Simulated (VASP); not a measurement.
A run of VASP 6.6.1 is set up as follows.

File INCAR:

```
ALGO = Normal
EDIFF = 1E-6
ENCUT = 520
ISIF = 2
ISMEAR = 0
LASPH = T
LCHARG = F
LMIXTAU = T
LREAL = F
LWAVE = F
METAGGA = R2SCAN
NBANDS = 166
NELM = 60
PREC = Accurate
SIGMA = 0.03
```

The input KPOINTS:

```
k-points
0
Gamma
  2 2 2
```

The input POSCAR:

```
HC60N3
1.0
    7.1400000000      0.0000000000      0.0000000000
    0.0000000000      7.1400000000      0.0000000000
    0.0000000000      0.0000000000      7.1400000000
H C N
1 60 3
Direct
    0.5177596100      0.5474699800      0.5326147900
    0.6319130000      0.6319130000      0.6319130000
    0.5014860000      0.7507060000      0.7507060000
    0.7507060000      0.5014860000      0.7507060000
    0.7507060000      0.7507060000      0.5014860000
    0.4950870000      0.2505090000      0.7494590000
    0.4950870000      0.7494590000      0.2505090000
    0.2505090000      0.4950870000      0.7494590000
    0.7494590000      0.4950870000      0.2505090000
    0.2505090000      0.7494590000      0.4950870000
    0.7494590000      0.2505090000      0.4950870000
    0.6235760000      0.3759650000      0.8734240000
    0.6235760000      0.8734240000      0.3759650000
    0.3759650000      0.6235760000      0.8734240000
    0.8734240000      0.6235760000      0.3759650000
    0.3759650000      0.8734240000      0.6235760000
    0.8734240000      0.3759650000      0.6235760000
    0.5050870000      0.2510410000      0.2510410000
    0.2510410000      0.5050870000      0.2510410000
    0.2510410000      0.2510410000      0.5050870000
    0.1273950000      0.6227350000      0.6227350000
    0.6227350000      0.1273950000      0.6227350000
    0.6227350000      0.6227350000      0.1273950000
    0.9999620000      0.4999560000      0.4999560000
    0.4999560000      0.9999620000      0.4999560000
    0.4999560000      0.4999560000      0.9999620000
    0.1278200000      0.3773090000      0.3773090000
    0.3773090000      0.1278200000      0.3773090000
    0.3773090000      0.3773090000      0.1278200000
    0.6239330000      0.8758650000      0.8758650000
    0.8758650000      0.6239330000      0.8758650000
    0.8758650000      0.8758650000      0.6239330000
    0.0011195000      0.7494200000      0.7494200000
    0.7494200000      0.0011195000      0.7494200000
    0.7494200000      0.7494200000      0.0011195000
    0.1237350000      0.3750450000      0.8761320000
    0.1237350000      0.8761320000      0.3750450000
    0.3750450000      0.1237350000      0.8761320000
    0.8761320000      0.1237350000      0.3750450000
    0.3750450000      0.8761320000      0.1237350000
    0.8761320000      0.3750450000      0.1237350000
    0.9987500000      0.2495250000      0.7493430000
    0.9987500000      0.7493430000      0.2495250000
    0.2495250000      0.9987500000      0.7493430000
    0.7493430000      0.9987500000      0.2495250000
    0.2495250000      0.7493430000      0.9987500000
    0.7493430000      0.2495250000      0.9987500000
    0.1237820000      0.1237820000      0.6246850000
    0.1237820000      0.6246850000      0.1237820000
    0.6246850000      0.1237820000      0.1237820000
    0.0017403000      0.2503660000      0.2503660000
    0.2503660000      0.0017403000      0.2503660000
    0.2503660000      0.2503660000      0.0017403000
    0.1249420000      0.8743930000      0.8743930000
    0.8743930000      0.1249420000      0.8743930000
    0.8743930000      0.8743930000      0.1249420000
    0.9999680000      0.9999680000      0.4998950000
    0.9999680000      0.4998950000      0.9999680000
    0.4998950000      0.9999680000      0.9999680000
    0.1254050000      0.1254050000      0.1254050000
    0.9997840000      0.9997840000      0.9997840000
    0.6351560000      0.3648080000      0.3648080000
    0.3648080000      0.6351560000      0.3648080000
    0.3648080000      0.3648080000      0.6351560000
```

Potentials or basis: VASP PAW PBE potentials, release 64 (H, C, N).

Run with:

```sh
$ cat potpaw_PBE.64/H/POTCAR potpaw_PBE.64/C/POTCAR potpaw_PBE.64/N/POTCAR > POTCAR
$ mpirun -np 1 vasp_std > vasp.out
```

What does it give for the pressure?

-3.3 GPa.

Predict the band gap on the k mesh.

3.93 eV, indirect (least direct gap 4.00 eV).

Forces in eV/Å, atoms in the order of the input:
```
H    2.797  1.322  1.982
C   -2.296 -1.171 -1.732
C    0.256  0.070  0.078
C   -0.328 -0.079 -0.319
C   -0.140 -0.138  0.086
C    0.071 -0.010  0.020
C    0.109  0.094 -0.090
C   -0.062  0.023  0.080
C    0.017  0.009  0.004
C   -0.131  0.136  0.076
C   -0.006  0.021  0.027
C    0.010  0.014  0.007
C    0.006  0.002  0.044
C    0.039  0.002  0.000
C    0.002  0.006  0.012
C    0.055  0.003  0.003
C    0.009  0.000  0.011
C    0.037 -0.048 -0.041
C   -0.105 -0.073 -0.109
C   -0.067 -0.078 -0.004
C   -0.005 -0.043 -0.032
C   -0.020  0.001 -0.027
C   -0.022 -0.040 -0.001
C   -0.015  0.002  0.000
C   -0.001  0.002  0.001
C   -0.001  0.002 -0.008
C   -0.001  0.028  0.039
C    0.030  0.003  0.022
C    0.040  0.021  0.001
C   -0.088  0.057  0.063
C   -0.004  0.011 -0.009
C    0.031  0.019 -0.038
C    0.000  0.029  0.016
C    0.008 -0.009  0.019
C    0.005  0.030 -0.005
C    0.012  0.011 -0.021
C    0.020 -0.027 -0.002
C    0.007  0.013 -0.018
C   -0.014  0.007  0.018
C   -0.006 -0.028  0.021
C   -0.016  0.018  0.007
C    0.002 -0.016 -0.006
C   -0.004 -0.004 -0.014
C   -0.025 -0.004 -0.007
C   -0.008  0.001 -0.027
C   -0.018 -0.004 -0.008
C   -0.007 -0.022  0.004
C    0.013  0.016 -0.006
C    0.021  0.019  0.021
C   -0.024  0.014  0.013
C   -0.001 -0.020 -0.026
C   -0.021  0.005 -0.016
C   -0.026 -0.016  0.001
C    0.008 -0.005 -0.002
C   -0.007  0.008 -0.009
C   -0.003 -0.008  0.008
C    0.019  0.005  0.028
C    0.009 -0.008  0.004
C    0.060  0.016  0.024
C    0.002  0.000  0.001
C   -0.006  0.000 -0.003
N   -0.030 -0.039 -0.049
N   -0.089 -0.089 -0.057
N   -0.096 -0.063 -0.055
```

Caveat: the k mesh is coarse (spacing up to 0.44 Å⁻¹), so the values aren't converged; the PAW data sets were made with another functional, which shifts forces and pressure a little. r2SCAN opens gaps a little over a GGA but as a rule still falls short of measured ones.
